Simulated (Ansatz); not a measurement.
Ansatz input file:

```yaml
crystal:
  lattice:
    - [5.1455897724, 0.0, 0.0]
    - [0.0, 3.16707762, 0.0]
    - [-0.0037175149, 0.0, 5.4836534091]
  atoms:
    - { symbol: Al, position: [0.00050108, 0.5, 0.6673044] }
    - { symbol: Ga, position: [0.49913931, 0.5, 0.33514653] }
    - { symbol: Ga, position: [0.49913488, 0.0, 0.83132616] }
    - { symbol: Ga, position: [0.99990822, 0.0, 0.16624089] }
    - { symbol: "N", position: [0.11923844, 0.5, 0.34129715] }
    - { symbol: "N", position: [0.11682905, 0.0, 0.82526452] }
    - { symbol: "N", position: [0.62024701, 0.0, 0.16615093] }
    - { symbol: "N", position: [0.63260202, 0.5, 0.66727042] }
basis:
  ecutwfc: 420
kpoints:
  mp_grid: { grid: [6, 8, 6] }
hamiltonian:
  xc: pbesol
scf:
  occupations: { method: gaussian, width: 0.02 }
output:
  forces: true
  stress: true
  eigenvalues: true
  write_density: true
  write_potential: true
  elf: true
  volumetric_format: npy
relax:
  adjacent_minimum: "off"
  f_tol: 0.005
  max_steps: 80
  cell: { stress_tol: 0.05 }
```

Launched with
```bash
ansatz run input.yaml --threads 2 --pin off --max-ram 5120MiB --backend cpu --events-out ev --progress --plain --runs-dir out
```

Method: DFT PBEsol, scalar-relativistic, plane waves, PAW (Ansatz).

Part of what the program printed, abridged:

```
Pseudopotentials: kind: paw
Pseudopotential: Al, paw, valence charge 3, recommended cutoff 420 eV (normal)
Pseudopotential: Ga, paw, valence charge 13, recommended cutoff 420 eV (normal)
Pseudopotential: N, paw, valence charge 5, recommended cutoff 420 eV (normal)
Functional definition: PBEsol
Crystal: 8 atoms, lattice volume = 89.364 Å³
Basis set: ecut = 420 eV, 1757 PW (Γ), exchange–correlation on 72×48×80 points (8 copies of the dense FFT grid, shifted against one another)
Bands: 39, of which v1, the nominal top of the filled ones, is band 31 counted from 1 (30 counted from 0)
Symmetry: 2 space group operations
Space group: Pm (ITA 6), of the structure as read, at distance tolerance 4.5e-5 Å
k-points: 100 of 288 (time reversal used)
Initial density: superposition of atomic densities (neutral atoms: chi_scale 0, normalization atom), corrected by the library's trained network
Initial wavefunctions: pseudopotential atomic-orbital guess
Functional: x = pbesol(κ = 0.804, μ = 0.12345679), c = pbesol(β = 0.046)
SCF iter   1: F=—  HF=-13274.505200 eV  |F-HF|=—  |Δ(HF+E_count)|=         —  Δρ=1.23e-2  dr2=1.34e-1  ethr=1.77e-3  ⟨swp⟩=6.4  Hψ=15764  notcnv=0
SCF iter   2: F=—  HF=-13274.467136 eV  |F-HF|=—  |Δ(HF+E_count)|=   3.81e-2  Δρ=1.88e-3  dr2=3.38e-3  ethr=2.16e-4  ⟨swp⟩=2.0  Hψ=6053  notcnv=0  defer=306
SCF iter   3: F=—  HF=-13274.466610 eV  |F-HF|=—  |Δ(HF+E_count)|=   5.27e-4  Δρ=9.13e-4  dr2=7.51e-4  ethr=5.45e-6  ⟨swp⟩=2.8  Hψ=6459  notcnv=0  defer=306
SCF iter   4: F=—  HF=-13274.466547 eV  |F-HF|=—  |Δ(HF+E_count)|=   6.26e-5  Δρ=2.53e-4  dr2=5.30e-5  ethr=1.21e-6  ⟨swp⟩=3.0  Hψ=7122  notcnv=0  defer=306
SCF iter   5: F=—  HF=-13274.466510 eV  |F-HF|=—  |Δ(HF+E_count)|=   3.67e-5  Δρ=1.14e-4  dr2=9.56e-6  ethr=8.55e-8  ⟨swp⟩=2.0  Hψ=6672  notcnv=0  defer=306
SCF iter   6: F=—  HF=-13274.466512 eV  |F-HF|=—  |Δ(HF+E_count)|=   2.20e-6  Δρ=3.85e-5  dr2=1.52e-6  ethr=1.54e-8  ⟨swp⟩=2.1  Hψ=6463  notcnv=0  defer=306
SCF iter   7: F=-13274.466512 eV  HF=-13274.466512 eV  |F-HF|=5.26e-9  |Δ(HF+E_count)|=   2.77e-7  Δρ=9.91e-6  dr2=8.26e-8  ethr=1.61e-10  ⟨swp⟩=11.2  Hψ=28021  notcnv=0
SCF 1 converged in 7 iterations: F = -13274.466512 eV  dr2 = 8.26e-8
relax step   1: F+E_penalty+E_count = -13274.46651215 eV  Δ(F+E_penalty+E_count) = +0.000e0 eV  max|allowed force component| = 1.586e-1 eV/Å  Δτ_max = 0.0000 Å  P = -0.435 GPa  Ω = 89.364 Å³  (7 SCF iters, dr2 threshold 1.00e-7 eV, accepted)
Crystal: 8 atoms, lattice volume = 89.234 Å³
Basis set: ecut = 420 eV, 1749 PW (Γ), exchange–correlation on 72×48×80 points (8 copies of the dense FFT grid, shifted against one another)
Initial density: handed on by an earlier stage of this run
Initial wavefunctions: those handed on with the density
SCF iter   1: F=—  HF=-13274.468582 eV  |F-HF|=—  |Δ(HF+E_count)|=         —  Δρ=5.04e-4  dr2=2.85e-4  ethr=4.44e-7  ⟨swp⟩=2.0  Hψ=14336  notcnv=0
SCF iter   2: F=—  HF=-13274.468503 eV  |F-HF|=—  |Δ(HF+E_count)|=   7.85e-5  Δρ=1.87e-4  dr2=4.29e-5  ethr=4.44e-7  ⟨swp⟩=2.0  Hψ=5053  notcnv=0
SCF iter   3: F=—  HF=-13274.468492 eV  |F-HF|=—  |Δ(HF+E_count)|=   1.08e-5  Δρ=6.18e-5  dr2=4.48e-6  ethr=6.92e-8  ⟨swp⟩=2.0  Hψ=4949  notcnv=0
SCF iter   4: F=-13274.468491 eV  HF=-13274.468491 eV  |F-HF|=1.33e-7  |Δ(HF+E_count)|=   9.48e-7  Δρ=1.61e-5  dr2=2.65e-7  ethr=1.29e-9  ⟨swp⟩=11.1  Hψ=34284  notcnv=0
SCF 2 converged in 4 iterations: F = -13274.468491 eV  dr2 = 2.65e-7
relax step   2: F+E_penalty+E_count = -13274.46849127 eV  Δ(F+E_penalty+E_count) = -1.979e-3 eV  max|allowed force component| = 7.865e-2 eV/Å  Δτ_max = 0.0041 Å  P = -0.151 GPa  Ω = 89.234 Å³  energy of the carried Pulay correction = +4.244e-4 eV  (4 SCF iters, dr2 threshold 8.00e-7 eV, accepted)
Crystal: 8 atoms, lattice volume = 89.165 Å³
SCF iter   1: F=—  HF=-13274.469240 eV  |F-HF|=—  |Δ(HF+E_count)|=         —  Δρ=4.33e-4  dr2=2.33e-4  ethr=3.56e-7  ⟨swp⟩=2.0  Hψ=14289  notcnv=0
SCF iter   2: F=—  HF=-13274.469171 eV  |F-HF|=—  |Δ(HF+E_count)|=   6.95e-5  Δρ=1.86e-4  dr2=4.56e-5  ethr=3.56e-7  ⟨swp⟩=2.0  Hψ=4866  notcnv=0
SCF iter   3: F=—  HF=-13274.469158 eV  |F-HF|=—  |Δ(HF+E_count)|=   1.28e-5  Δρ=5.77e-5  dr2=3.70e-6  ethr=7.36e-8  ⟨swp⟩=2.0  Hψ=5038  notcnv=0
SCF iter   4: F=-13274.469157 eV  HF=-13274.469157 eV  |F-HF|=1.63e-7  |Δ(HF+E_count)|=   8.41e-7  Δρ=1.58e-5  dr2=3.02e-7  ethr=6.24e-10  ⟨swp⟩=7.2  Hψ=26960  notcnv=0
SCF 3 converged in 4 iterations: F = -13274.469157 eV  dr2 = 3.02e-7
relax step   3: F+E_penalty+E_count = -13274.46915678 eV  Δ(F+E_penalty+E_count) = -6.655e-4 eV  max|allowed force component| = 4.593e-3 eV/Å  Δτ_max = 0.0036 Å  P = +0.002 GPa  Ω = 89.165 Å³  energy of the carried Pulay correction = +6.512e-4 eV  (4 SCF iters, dr2 threshold 3.87e-7 eV, accepted)
Initial wavefunctions: pseudopotential atomic-orbital guess (no wavefunctions were taken with the density)
SCF iter   1: F=—  HF=-13274.468536 eV  |F-HF|=—  |Δ(HF+E_count)|=         —  Δρ=2.14e-5  dr2=3.52e-7  ethr=3.49e-8  ⟨swp⟩=3.0  Hψ=27018  notcnv=0
SCF iter   2: F=—  HF=-13274.468525 eV  |F-HF|=—  |Δ(HF+E_count)|=   1.05e-5  Δρ=1.12e-5  dr2=9.39e-8  ethr=5.68e-10  ⟨swp⟩=2.0  Hψ=6952  notcnv=0
SCF iter   3: F=—  HF=-13274.468525 eV  |F-HF|=—  |Δ(HF+E_count)|=   9.56e-9  Δρ=5.11e-6  dr2=2.79e-8  ethr=1.52e-10  ⟨swp⟩=2.0  Hψ=5129  notcnv=0
SCF iter   4: F=—  HF=-13274.468525 eV  |F-HF|=—  |Δ(HF+E_count)|=   1.52e-9  Δρ=1.23e-6  dr2=1.39e-9  ethr=4.50e-11  ⟨swp⟩=2.1  Hψ=5262  notcnv=0
SCF iter   5: F=—  HF=-13274.468525 eV  |F-HF|=—  |Δ(HF+E_count)|=  3.27e-10  Δρ=4.88e-7  dr2=1.79e-10  ethr=2.24e-12  ⟨swp⟩=2.0  Hψ=6297  notcnv=0
SCF iter   6: F=-13274.468525 eV  HF=-13274.468525 eV  |F-HF|=8.73e-11  |Δ(HF+E_count)|=  5.09e-11  Δρ=2.51e-7  dr2=4.77e-11  ethr=1.00e-12  ⟨swp⟩=5.9  Hψ=17229  notcnv=0
SCF 4 converged in 6 iterations: F = -13274.468525 eV  dr2 = 4.77e-11
SCF converged after 6 iterations
Free energy (F): -13274.468525 eV
Harris-Foulkes:  -13274.468525 eV  (|F-HF|=8.73e-11)
Internal energy: -13274.468525 eV  (E = F + TS)
E sigma→0 (E₀):  -13274.468525 eV
Fermi energy:    10.198686 eV
--- Per-component energies (eV) ---
  E_band       = -18.387326
  E_kinetic    = 898.914626
  E_local      = -6609.796925  (includes V_loc(G=0)·N_el)
  E_nonlocal   = 1482.335017
  E_hartree    = 3027.138565
  E_xc         = -483.762563
  E_vxc        = -509.075080  (∫ρ·V_xc dr)
  E_paw        = -6805.903736  (= ΣΔE_a)
  E_vpaw       = -1335.042014  (= ΣTr[D̂ρ^β])
  E_aug_tail   = 0.000144  (compensation charges beyond the density's cutoff)
  E_ewald      = -4786.114122
  E_core_change = 2.720468  (= ΣΔE_core)
  E_smearing   =  0.000000  (= −TS)
--- Forces (eV/Å), atoms counted from 1 ---
  atom   1  Al     0.00304089     0.00000000     0.00073409
  atom   2  Ga     0.00198767     0.00000000     0.00243725
  atom   3  Ga     0.00313269     0.00000000    -0.00068722
  atom   4  Ga    -0.00449616     0.00000000    -0.00048464
  atom   5  N     -0.00084908     0.00000000     0.00061106
  atom   6  N     -0.00221999     0.00000000    -0.00009405
  atom   7  N      0.00221386     0.00000000    -0.00106624
  atom   8  N     -0.00282098     0.00000000    -0.00145071
--- Stress (GPa, compression-positive) ---
        0.005602       0.000000      -0.003227
        0.000000      -0.006239       0.000000
       -0.003202       0.000000      -0.023426
  P = ⅓ Tr σ = -0.0080 GPa (-0.080 kbar)
--- Band table (eV; the first three rows and the last of 100) ---
  k-point 0: bands = ["-6.7967", "-5.8738", "-5.6695", "-5.4089", "-4.2899", "-4.2888", "-4.2755", "-4.2289", "-4.1867", "-4.1370", "-4.1311", "-4.0907", "-4.0360", "-3.9873", "-3.9822", "-3.9310", "-3.0829", "-2.9502", "-2.3991", "2.0858", "2.7460", "4.0029", "4.9597", "6.3941", "6.8395", "7.8954", "7.9832", "8.1629", "8.9344", "8.9906", "9.0193", "11.3781", "13.6345", "14.1884", "14.7312", "15.4130", "18.0320", "18.5738", "19.0545"]
  k-point 1: bands = ["-6.7238", "-5.8964", "-5.6758", "-5.4192", "-4.2887", "-4.2816", "-4.2603", "-4.2244", "-4.1829", "-4.1382", "-4.1354", "-4.0911", "-4.0395", "-3.9979", "-3.9876", "-3.9352", "-3.3560", "-2.8908", "-2.3278", "2.1938", "2.9717", "4.1853", "4.7413", "6.4810", "7.1839", "7.5044", "7.8099", "8.1706", "8.4127", "8.8898", "8.9642", "11.8995", "14.0038", "14.2672", "14.8654", "15.4827", "17.8676", "18.3470", "18.7663"]
  k-point 2: bands = ["-6.5253", "-6.0072", "-5.6785", "-5.4396", "-4.2836", "-4.2672", "-4.2142", "-4.2066", "-4.1780", "-4.1448", "-4.1374", "-4.0910", "-4.0493", "-4.0204", "-4.0010", "-3.9409", "-3.7543", "-2.7798", "-2.3490", "2.4973", "3.3801", "4.1681", "5.1808", "6.4042", "6.7246", "7.3610", "7.5102", "7.8065", "8.2867", "8.7036", "8.8133", "12.8184", "14.1615", "14.7778", "15.1969", "15.8756", "17.2529", "17.8720", "18.1856"]
  k-point 99: bands = ["-5.8252", "-5.6558", "-5.5706", "-5.1928", "-4.2717", "-4.2428", "-4.1659", "-4.1620", "-4.1250", "-4.1155", "-4.0764", "-4.0367", "-4.0231", "-3.9524", "-3.9415", "-3.1935", "-2.7458", "-2.6557", "-2.5487", "2.3054", "2.4302", "2.4734", "3.1997", "6.9469", "7.0573", "7.1619", "7.1776", "7.2517", "7.2821", "7.3589", "7.3771", "13.3352", "13.4160", "13.4859", "13.8866", "16.2126", "16.8531", "17.0397", "17.9789"]
--- Relaxed structure (3 steps of the walk, 3 accepted, 1 SCFs on fresh bases) ---
  F+E_penalty+E_count = -13274.46852506 eV   max|allowed force component| = 4.495e-3 eV/Å   (the final SCF, on the basis selected at the relaxed cell)
  cell:  # Å, volume = 89.1650 Å³
    - [5.14235119, 0.0, 0.00012150]
    - [0.0, 3.16498479, 0.0]
    - [-0.00358568, 0.0, 5.47849413]
  atoms:
    - { symbol: Al, position: [0.00060342, 0.5, 0.66735762] }
    - { symbol: Ga, position: [0.49911670, 0.5, 0.33491958] }
    - { symbol: Ga, position: [0.49902738, 0.0, 0.83155700] }
    - { symbol: Ga, position: [0.99986178, 0.0, 0.16618052] }
    - { symbol: N, position: [0.11966875, 0.5, 0.34009741] }
    - { symbol: N, position: [0.11764597, 0.0, 0.82637605] }
    - { symbol: N, position: [0.62044363, 0.0, 0.16621628] }
    - { symbol: N, position: [0.63123234, 0.5, 0.66729650] }
```

The relaxation met its thresholds.

Time: 83 s on 2 threads of Arm Neoverse V2, with other jobs on the host, peak memory 0.54 GiB.